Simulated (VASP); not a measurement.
# SnSe (Fm-3m) in VASP: settings compared, part 4 of 8

VASP 6.6.1. The steps go on from the part before.

**46. Equation of state, r2SCAN, 26.45 Å³/atom**

Input file INCAR:

```
SYSTEM = SnSe
PREC = Accurate ; ENCUT = 400
EDIFF = 1E-7 ; ISMEAR = 0
SIGMA = 0.2 ; LREAL = .False.
LASPH = .True. ; NELM = 100
ALGO = Normal ; ISIF = 2
LWAVE = .False. ; LCHARG = .False.
METAGGA = R2SCAN ; LMIXTAU = .True.
ADDGRID = .False.
```

Input file KPOINTS:

```
regular mesh
0
Gamma
  6 6 6
  0 0 0
```

Input file POSCAR:

```
SnSe
1.0
    0.0000000000      2.9795938807      2.9795938807
    2.9795938807      0.0000000000      2.9795938807
    2.9795938807      2.9795938807      0.0000000000
Sn Se
1 1
Direct
    0.0000000000      0.0000000000      0.0000000000
    0.5000000000      0.5000000000      0.5000000000
```

On the command line:

```sh
> cat potpaw_PBE.64/Sn_d/POTCAR potpaw_PBE.64/Se/POTCAR > POTCAR
> mpirun -np 1 vasp_std > vasp.out
```

Run time: 41 s. Hardware: 1 thread of Intel Xeon Platinum 8488C (Sapphire Rapids), shared host; peak memory 0.16 GiB.

These settings aren't checked as converged: the numbers below hold their error.

What came out:

```yaml
Free_energy: -39.8841 eV
Pressure: 1.2 GPa
Band_gap_on_the_k_mesh: 0.60 eV, direct
```

Caveat: the PAW data sets were made with another functional, which shifts forces and pressure a little; spin-orbit coupling is left out, which moves the levels of the heavy elements.

**47. Equation of state, r2SCAN, 28.09 Å³/atom**

INCAR is that of step 46.

KPOINTS is that of step 46.

Input file POSCAR:

```
SnSe
1.0
    0.0000000000      3.0398039185      3.0398039185
    3.0398039185      0.0000000000      3.0398039185
    3.0398039185      3.0398039185      0.0000000000
Sn Se
1 1
Direct
    0.0000000000      0.0000000000      0.0000000000
    0.5000000000      0.5000000000      0.5000000000
```

On the command line:

```sh
> cat potpaw_PBE.64/Sn_d/POTCAR potpaw_PBE.64/Se/POTCAR > POTCAR
> mpirun -np 1 vasp_std > vasp.out
```

Wall time 39 s (1 thread of Intel Xeon Platinum 8488C (Sapphire Rapids), shared host); peak memory 0.16 GiB.

These settings aren't checked as converged: the numbers below hold their error.

What came out:

| Item | Value |
| --- | --- |
| Free energy | -39.8775 eV |
| Pressure | -1.9 GPa |
| Band gap on the k mesh | 0.32 eV, direct |

Caveat: the PAW data sets were made with another functional, which shifts forces and pressure a little; spin-orbit coupling is left out, which moves the levels of the heavy elements.

**48. Equation of state, r2SCAN, 26.45 Å³/atom**

Edit INCAR of step 47 so:

```diff
@@ -3,3 +3,3 @@
 EDIFF = 1E-7 ; ISMEAR = 0
-SIGMA = 0.2 ; LREAL = .False.
+SIGMA = 0.1 ; LREAL = .False.
 LASPH = .True. ; NELM = 100
```

KPOINTS is that of step 47.

Input file POSCAR:

```
SnSe
1.0
    0.0000000000      2.9795938807      2.9795938807
    2.9795938807      0.0000000000      2.9795938807
    2.9795938807      2.9795938807      0.0000000000
Sn Se
1 1
Direct
    0.0000000000      0.0000000000      0.0000000000
    0.5000000000      0.5000000000      0.5000000000
```

Potentials or basis: VASP PAW PBE potentials, release 64 (Sn_d, Se).

On the command line:

```sh
> cat potpaw_PBE.64/Sn_d/POTCAR potpaw_PBE.64/Se/POTCAR > POTCAR
> mpirun -np 1 vasp_std > vasp.out
```

Run time: 40 s. Hardware: 1 thread of Intel Xeon Platinum 8488C (Sapphire Rapids), shared host; peak memory 0.15 GiB.

These settings aren't checked as converged: the numbers below hold their error.

What came out:

- Free energy: -39.8841 eV
- Pressure: 1.2 GPa
- Band gap on the k mesh: 0.60 eV, direct

Caveat: the PAW data sets were made with another functional, which shifts forces and pressure a little; spin-orbit coupling is left out, which moves the levels of the heavy elements.

**49. Equation of state, r2SCAN, 28.09 Å³/atom**

INCAR is that of step 48.

KPOINTS is that of step 48.

Input file POSCAR:

```
SnSe
1.0
    0.0000000000      3.0398039185      3.0398039185
    3.0398039185      0.0000000000      3.0398039185
    3.0398039185      3.0398039185      0.0000000000
Sn Se
1 1
Direct
    0.0000000000      0.0000000000      0.0000000000
    0.5000000000      0.5000000000      0.5000000000
```

On the command line:

```sh
> cat potpaw_PBE.64/Sn_d/POTCAR potpaw_PBE.64/Se/POTCAR > POTCAR
> mpirun -np 1 vasp_std > vasp.out
```

It took 38 s on 1 thread of Intel Xeon Platinum 8488C (Sapphire Rapids), shared host; peak memory 0.15 GiB.

The run converged, but some of its settings lie outside the range that counts as converged, so its numbers aren't taken as properties of the crystal.

Results:

| Property | Result |
| --- | --- |
| Free energy | -39.8769 eV |
| Pressure | -1.9 GPa |
| Band gap on the k mesh | 0.32 eV, direct |

Caveat: the PAW data sets were made with another functional, which shifts forces and pressure a little; spin-orbit coupling is left out, which moves the levels of the heavy elements.

**50. Equation of state, r2SCAN, 26.45 Å³/atom**

Edit INCAR of step 49 so:

```diff
@@ -3,3 +3,3 @@
 EDIFF = 1E-7 ; ISMEAR = 0
-SIGMA = 0.1 ; LREAL = .False.
+SIGMA = 0.01 ; LREAL = .False.
 LASPH = .True. ; NELM = 100
```

KPOINTS is that of step 49.

Input file POSCAR:

```
SnSe
1.0
    0.0000000000      2.9795938807      2.9795938807
    2.9795938807      0.0000000000      2.9795938807
    2.9795938807      2.9795938807      0.0000000000
Sn Se
1 1
Direct
    0.0000000000      0.0000000000      0.0000000000
    0.5000000000      0.5000000000      0.5000000000
```

On the command line:

```sh
> cat potpaw_PBE.64/Sn_d/POTCAR potpaw_PBE.64/Se/POTCAR > POTCAR
> mpirun -np 1 vasp_std > vasp.out
```

Wall time 39 s (1 thread of Intel Xeon Platinum 8488C (Sapphire Rapids), shared host); peak memory 0.16 GiB.

The run converged, but some of its settings lie outside the range that counts as converged, so its numbers aren't taken as properties of the crystal.

Results:

```
Free energy            : -39.8841 eV
Pressure               : 1.2 GPa
Band gap on the k mesh : 0.60 eV, direct
```

Caveat: the PAW data sets were made with another functional, which shifts forces and pressure a little; spin-orbit coupling is left out, which moves the levels of the heavy elements.

**51. Equation of state, r2SCAN, 28.09 Å³/atom**

INCAR is that of step 50.

KPOINTS is that of step 50.

Input file POSCAR:

```
SnSe
1.0
    0.0000000000      3.0398039185      3.0398039185
    3.0398039185      0.0000000000      3.0398039185
    3.0398039185      3.0398039185      0.0000000000
Sn Se
1 1
Direct
    0.0000000000      0.0000000000      0.0000000000
    0.5000000000      0.5000000000      0.5000000000
```

Potentials or basis: VASP PAW PBE potentials, release 64 (Sn_d, Se).

On the command line:

```sh
> cat potpaw_PBE.64/Sn_d/POTCAR potpaw_PBE.64/Se/POTCAR > POTCAR
> mpirun -np 1 vasp_std > vasp.out
```

Wall time 38 s (1 thread of Intel Xeon Platinum 8488C (Sapphire Rapids), shared host); peak memory 0.15 GiB.

The run converged, but some of its settings lie outside the range that counts as converged, so its numbers aren't taken as properties of the crystal.

Results:

| Item | Value |
| --- | --- |
| Free energy | -39.8769 eV |
| Pressure | -1.9 GPa |
| Band gap on the k mesh | 0.32 eV, direct |

Caveat: the PAW data sets were made with another functional, which shifts forces and pressure a little; spin-orbit coupling is left out, which moves the levels of the heavy elements.

**52. Equation of state, r2SCAN, 26.45 Å³/atom**

Input file INCAR:

```
SYSTEM = SnSe
PREC = Low ; ENCUT = 400
EDIFF = 1E-7 ; ISMEAR = 0
SIGMA = 0.05 ; LREAL = .False.
LASPH = .True. ; NELM = 100
ALGO = Normal ; ISIF = 2
LWAVE = .False. ; LCHARG = .False.
METAGGA = R2SCAN ; LMIXTAU = .True.
ADDGRID = .False.
```

KPOINTS is that of step 51.

Input file POSCAR:

```
SnSe
1.0
    0.0000000000      2.9795938807      2.9795938807
    2.9795938807      0.0000000000      2.9795938807
    2.9795938807      2.9795938807      0.0000000000
Sn Se
1 1
Direct
    0.0000000000      0.0000000000      0.0000000000
    0.5000000000      0.5000000000      0.5000000000
```

On the command line:

```sh
> cat potpaw_PBE.64/Sn_d/POTCAR potpaw_PBE.64/Se/POTCAR > POTCAR
> mpirun -np 1 vasp_std > vasp.out
```

Wall time 22 s (1 thread of Intel Xeon Platinum 8488C (Sapphire Rapids), shared host); peak memory 0.12 GiB.

These settings aren't checked as converged: the numbers below hold their error.

What came out:

```yaml
Free_energy: -39.8894 eV
Pressure: 1.5 GPa
Band_gap_on_the_k_mesh: 0.60 eV, direct
```

Caveat: the PAW data sets were made with another functional, which shifts forces and pressure a little; spin-orbit coupling is left out, which moves the levels of the heavy elements.

**53. Equation of state, r2SCAN, 28.09 Å³/atom**

INCAR is that of step 52.

KPOINTS is that of step 52.

Input file POSCAR:

```
SnSe
1.0
    0.0000000000      3.0398039185      3.0398039185
    3.0398039185      0.0000000000      3.0398039185
    3.0398039185      3.0398039185      0.0000000000
Sn Se
1 1
Direct
    0.0000000000      0.0000000000      0.0000000000
    0.5000000000      0.5000000000      0.5000000000
```

On the command line:

```sh
> cat potpaw_PBE.64/Sn_d/POTCAR potpaw_PBE.64/Se/POTCAR > POTCAR
> mpirun -np 1 vasp_std > vasp.out
```

It took 22 s on 1 thread of Intel Xeon Platinum 8488C (Sapphire Rapids), shared host; peak memory 0.11 GiB.

These settings aren't checked as converged: the numbers below hold their error.

Results:

```yaml
Free_energy: -39.8882 eV
Pressure: -1.6 GPa
Band_gap_on_the_k_mesh: 0.32 eV, direct
```

Caveat: the PAW data sets were made with another functional, which shifts forces and pressure a little; spin-orbit coupling is left out, which moves the levels of the heavy elements.

**54. Equation of state, r2SCAN, 26.45 Å³/atom**

Edit INCAR of step 53 so:

```diff
@@ -1,3 +1,3 @@
 SYSTEM = SnSe
-PREC = Low ; ENCUT = 400
+PREC = Normal ; ENCUT = 400
 EDIFF = 1E-7 ; ISMEAR = 0
```

KPOINTS is that of step 53.

Input file POSCAR:

```
SnSe
1.0
    0.0000000000      2.9795938807      2.9795938807
    2.9795938807      0.0000000000      2.9795938807
    2.9795938807      2.9795938807      0.0000000000
Sn Se
1 1
Direct
    0.0000000000      0.0000000000      0.0000000000
    0.5000000000      0.5000000000      0.5000000000
```

Potentials or basis: VASP PAW PBE potentials, release 64 (Sn_d, Se).

On the command line:

```sh
> cat potpaw_PBE.64/Sn_d/POTCAR potpaw_PBE.64/Se/POTCAR > POTCAR
> mpirun -np 1 vasp_std > vasp.out
```

Run time: 24 s. Hardware: 1 thread of Intel Xeon Platinum 8488C (Sapphire Rapids), shared host; peak memory 0.14 GiB.

These settings aren't checked as converged: the numbers below hold their error.

Results:

* Free energy: -39.8840 eV
* Pressure: 1.2 GPa
* Band gap on the k mesh: 0.60 eV, direct

Caveat: the PAW data sets were made with another functional, which shifts forces and pressure a little; spin-orbit coupling is left out, which moves the levels of the heavy elements.

**55. Equation of state, r2SCAN, 28.09 Å³/atom**

INCAR is that of step 54.

KPOINTS is that of step 54.

Input file POSCAR:

```
SnSe
1.0
    0.0000000000      3.0398039185      3.0398039185
    3.0398039185      0.0000000000      3.0398039185
    3.0398039185      3.0398039185      0.0000000000
Sn Se
1 1
Direct
    0.0000000000      0.0000000000      0.0000000000
    0.5000000000      0.5000000000      0.5000000000
```

On the command line:

```sh
> cat potpaw_PBE.64/Sn_d/POTCAR potpaw_PBE.64/Se/POTCAR > POTCAR
> mpirun -np 1 vasp_std > vasp.out
```

It took 23 s on 1 thread of Intel Xeon Platinum 8488C (Sapphire Rapids), shared host; peak memory 0.14 GiB.

These settings aren't checked as converged: the numbers below hold their error.

What came out:

| Item | Value |
| --- | --- |
| Free energy | -39.8768 eV |
| Pressure | -1.9 GPa |
| Band gap on the k mesh | 0.32 eV, direct |

Caveat: the PAW data sets were made with another functional, which shifts forces and pressure a little; spin-orbit coupling is left out, which moves the levels of the heavy elements.

**56. Equation of state, r2SCAN, 26.45 Å³/atom**

Input file INCAR:

```
SYSTEM = SnSe
PREC = Accurate ; ENCUT = 400
EDIFF = 1E-7 ; ISMEAR = 0
SIGMA = 0.05 ; LREAL = Auto
LASPH = .True. ; NELM = 100
ALGO = Normal ; ISIF = 2
LWAVE = .False. ; LCHARG = .False.
METAGGA = R2SCAN ; LMIXTAU = .True.
ADDGRID = .False.
```

KPOINTS is that of step 55.

Input file POSCAR:

```
SnSe
1.0
    0.0000000000      2.9795938807      2.9795938807
    2.9795938807      0.0000000000      2.9795938807
    2.9795938807      2.9795938807      0.0000000000
Sn Se
1 1
Direct
    0.0000000000      0.0000000000      0.0000000000
    0.5000000000      0.5000000000      0.5000000000
```

On the command line:

```sh
> cat potpaw_PBE.64/Sn_d/POTCAR potpaw_PBE.64/Se/POTCAR > POTCAR
> mpirun -np 1 vasp_std > vasp.out
```

It took 51 s on 1 thread of Intel Xeon Platinum 8488C (Sapphire Rapids), shared host; peak memory 0.16 GiB.

These settings aren't checked as converged: the numbers below hold their error.

What came out:

```yaml
Free_energy: -39.8844 eV
Pressure: 1.2 GPa
Band_gap_on_the_k_mesh: 0.60 eV, direct
```

Caveat: the PAW data sets were made with another functional, which shifts forces and pressure a little; spin-orbit coupling is left out, which moves the levels of the heavy elements.

**57. Equation of state, r2SCAN, 28.09 Å³/atom**

INCAR is that of step 56.

KPOINTS is that of step 56.

Input file POSCAR:

```
SnSe
1.0
    0.0000000000      3.0398039185      3.0398039185
    3.0398039185      0.0000000000      3.0398039185
    3.0398039185      3.0398039185      0.0000000000
Sn Se
1 1
Direct
    0.0000000000      0.0000000000      0.0000000000
    0.5000000000      0.5000000000      0.5000000000
```

Potentials or basis: VASP PAW PBE potentials, release 64 (Sn_d, Se).

On the command line:

```sh
> cat potpaw_PBE.64/Sn_d/POTCAR potpaw_PBE.64/Se/POTCAR > POTCAR
> mpirun -np 1 vasp_std > vasp.out
```

Run time: 48 s. Hardware: 1 thread of Intel Xeon Platinum 8488C (Sapphire Rapids), shared host; peak memory 0.16 GiB.

The run converged, but some of its settings lie outside the range that counts as converged, so its numbers aren't taken as properties of the crystal.

Results:

```
Free energy            : -39.8777 eV
Pressure               : -1.9 GPa
Band gap on the k mesh : 0.32 eV, direct
```

Caveat: the PAW data sets were made with another functional, which shifts forces and pressure a little; spin-orbit coupling is left out, which moves the levels of the heavy elements.

**58. Equation of state, r2SCAN, 26.45 Å³/atom**

Edit INCAR of step 57 so:

```diff
@@ -2,4 +2,4 @@
 PREC = Accurate ; ENCUT = 400
-EDIFF = 1E-7 ; ISMEAR = 0
-SIGMA = 0.05 ; LREAL = Auto
+EDIFF = 0.01 ; ISMEAR = 0
+SIGMA = 0.05 ; LREAL = .False.
 LASPH = .True. ; NELM = 100
```

KPOINTS is that of step 57.

Input file POSCAR:

```
SnSe
1.0
    0.0000000000      2.9795938807      2.9795938807
    2.9795938807      0.0000000000      2.9795938807
    2.9795938807      2.9795938807      0.0000000000
Sn Se
1 1
Direct
    0.0000000000      0.0000000000      0.0000000000
    0.5000000000      0.5000000000      0.5000000000
```

On the command line:

```sh
> cat potpaw_PBE.64/Sn_d/POTCAR potpaw_PBE.64/Se/POTCAR > POTCAR
> mpirun -np 1 vasp_std > vasp.out
```

Run time: 24 s. Hardware: 1 thread of Intel Xeon Platinum 8488C (Sapphire Rapids), shared host; peak memory 0.16 GiB.

These settings aren't checked as converged: the numbers below hold their error.

What came out:

```yaml
Free_energy: -39.8803 eV
Pressure: 0.3 GPa
Band_gap_on_the_k_mesh: 0.59 eV, direct
```

Caveat: the PAW data sets were made with another functional, which shifts forces and pressure a little; spin-orbit coupling is left out, which moves the levels of the heavy elements.

**59. Equation of state, r2SCAN, 28.09 Å³/atom**

INCAR is that of step 58.

KPOINTS is that of step 58.

Input file POSCAR:

```
SnSe
1.0
    0.0000000000      3.0398039185      3.0398039185
    3.0398039185      0.0000000000      3.0398039185
    3.0398039185      3.0398039185      0.0000000000
Sn Se
1 1
Direct
    0.0000000000      0.0000000000      0.0000000000
    0.5000000000      0.5000000000      0.5000000000
```

On the command line:

```sh
> cat potpaw_PBE.64/Sn_d/POTCAR potpaw_PBE.64/Se/POTCAR > POTCAR
> mpirun -np 1 vasp_std > vasp.out
```

It took 24 s on 1 thread of Intel Xeon Platinum 8488C (Sapphire Rapids), shared host; peak memory 0.16 GiB.

The run converged, but some of its settings lie outside the range that counts as converged, so its numbers aren't taken as properties of the crystal.

Results:

- Free energy: -39.8725 eV
- Pressure: -2.5 GPa
- Band gap on the k mesh: 0.31 eV, direct

Caveat: the PAW data sets were made with another functional, which shifts forces and pressure a little; spin-orbit coupling is left out, which moves the levels of the heavy elements.

**60. Equation of state, r2SCAN, 26.45 Å³/atom**

Edit INCAR of step 59 so:

```diff
@@ -2,3 +2,3 @@
 PREC = Accurate ; ENCUT = 400
-EDIFF = 0.01 ; ISMEAR = 0
+EDIFF = 0.001 ; ISMEAR = 0
 SIGMA = 0.05 ; LREAL = .False.
```

KPOINTS is that of step 59.

Input file POSCAR:

```
SnSe
1.0
    0.0000000000      2.9795938807      2.9795938807
    2.9795938807      0.0000000000      2.9795938807
    2.9795938807      2.9795938807      0.0000000000
Sn Se
1 1
Direct
    0.0000000000      0.0000000000      0.0000000000
    0.5000000000      0.5000000000      0.5000000000
```

Potentials or basis: VASP PAW PBE potentials, release 64 (Sn_d, Se).

On the command line:

```sh
> cat potpaw_PBE.64/Sn_d/POTCAR potpaw_PBE.64/Se/POTCAR > POTCAR
> mpirun -np 1 vasp_std > vasp.out
```

It took 33 s on 1 thread of Intel Xeon Platinum 8488C (Sapphire Rapids), shared host; peak memory 0.16 GiB.

The run converged, but some of its settings lie outside the range that counts as converged, so its numbers aren't taken as properties of the crystal.

Results:

| Item | Value |
| --- | --- |
| Free energy | -39.8841 eV |
| Pressure | 1.2 GPa |
| Band gap on the k mesh | 0.60 eV, direct |

Caveat: the PAW data sets were made with another functional, which shifts forces and pressure a little; spin-orbit coupling is left out, which moves the levels of the heavy elements.

**61. Equation of state, r2SCAN, 28.09 Å³/atom**

INCAR is that of step 60.

KPOINTS is that of step 60.

Input file POSCAR:

```
SnSe
1.0
    0.0000000000      3.0398039185      3.0398039185
    3.0398039185      0.0000000000      3.0398039185
    3.0398039185      3.0398039185      0.0000000000
Sn Se
1 1
Direct
    0.0000000000      0.0000000000      0.0000000000
    0.5000000000      0.5000000000      0.5000000000
```

On the command line:

```sh
> cat potpaw_PBE.64/Sn_d/POTCAR potpaw_PBE.64/Se/POTCAR > POTCAR
> mpirun -np 1 vasp_std > vasp.out
```

Wall time 31 s (1 thread of Intel Xeon Platinum 8488C (Sapphire Rapids), shared host); peak memory 0.16 GiB.

These settings aren't checked as converged: the numbers below hold their error.

What came out:

* Free energy: -39.8769 eV
* Pressure: -1.9 GPa
* Band gap on the k mesh: 0.32 eV, direct

Caveat: the PAW data sets were made with another functional, which shifts forces and pressure a little; spin-orbit coupling is left out, which moves the levels of the heavy elements.

**62. Equation of state, r2SCAN, 26.45 Å³/atom**

Edit INCAR of step 61 so:

```diff
@@ -2,3 +2,3 @@
 PREC = Accurate ; ENCUT = 400
-EDIFF = 0.001 ; ISMEAR = 0
+EDIFF = 1E-4 ; ISMEAR = 0
 SIGMA = 0.05 ; LREAL = .False.
```

KPOINTS is that of step 61.

Input file POSCAR:

```
SnSe
1.0
    0.0000000000      2.9795938807      2.9795938807
    2.9795938807      0.0000000000      2.9795938807
    2.9795938807      2.9795938807      0.0000000000
Sn Se
1 1
Direct
    0.0000000000      0.0000000000      0.0000000000
    0.5000000000      0.5000000000      0.5000000000
```

On the command line:

```sh
> cat potpaw_PBE.64/Sn_d/POTCAR potpaw_PBE.64/Se/POTCAR > POTCAR
> mpirun -np 1 vasp_std > vasp.out
```

Run time: 40 s. Hardware: 1 thread of Intel Xeon Platinum 8488C (Sapphire Rapids), shared host; peak memory 0.16 GiB.

The run converged, but some of its settings lie outside the range that counts as converged, so its numbers aren't taken as properties of the crystal.

What came out:

| Property | Result |
| --- | --- |
| Free energy | -39.8841 eV |
| Pressure | 1.2 GPa |
| Band gap on the k mesh | 0.60 eV, direct |

Caveat: the PAW data sets were made with another functional, which shifts forces and pressure a little; spin-orbit coupling is left out, which moves the levels of the heavy elements.

**63. Equation of state, r2SCAN, 28.09 Å³/atom**

INCAR is that of step 62.

KPOINTS is that of step 62.

Input file POSCAR:

```
SnSe
1.0
    0.0000000000      3.0398039185      3.0398039185
    3.0398039185      0.0000000000      3.0398039185
    3.0398039185      3.0398039185      0.0000000000
Sn Se
1 1
Direct
    0.0000000000      0.0000000000      0.0000000000
    0.5000000000      0.5000000000      0.5000000000
```

Potentials or basis: VASP PAW PBE potentials, release 64 (Sn_d, Se).

On the command line:

```sh
> cat potpaw_PBE.64/Sn_d/POTCAR potpaw_PBE.64/Se/POTCAR > POTCAR
> mpirun -np 1 vasp_std > vasp.out
```

Run time: 39 s. Hardware: 1 thread of Intel Xeon Platinum 8488C (Sapphire Rapids), shared host; peak memory 0.16 GiB.

The run converged, but some of its settings lie outside the range that counts as converged, so its numbers aren't taken as properties of the crystal.

Results:

```yaml
Free_energy: -39.8768 eV
Pressure: -2.0 GPa
Band_gap_on_the_k_mesh: 0.32 eV, direct
```

Caveat: the PAW data sets were made with another functional, which shifts forces and pressure a little; spin-orbit coupling is left out, which moves the levels of the heavy elements.

[end of part 4 of 8]
